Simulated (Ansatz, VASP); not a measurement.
**One calculation of Cu, two programs**

```xyz
1
Lattice="0.0000 1.8426 1.8426 1.8426 0.0000 1.8426 1.8426 1.8426 0.0000" Properties=species:S:1:pos:R:3 pbc="T T T"
Cu    0.0000    0.0000    0.0000
```

Alike in both runs: task single point; functional PBE; k mesh 12 × 12 × 12; occupations fermi-dirac, width 0.06 eV; no spin polarisation.

```csv
,VASP,Ansatz
version,VASP 6.6.1,Ansatz 0.2 development build
potentials or method,"VASP PAW PBE potentials, release 64 (Cu), cutoff 520 eV","all-electron full-potential LAPW, scalar-relativistic"
```

|  | VASP | Ansatz | Ansatz less VASP |
| --- | --- | --- | --- |
| pressure (GPa) | -5.2 | -5.8 | -0.65 |

Ansatz ran all-electron here, so the differences hold the error of VASP's frozen core and of both bases.
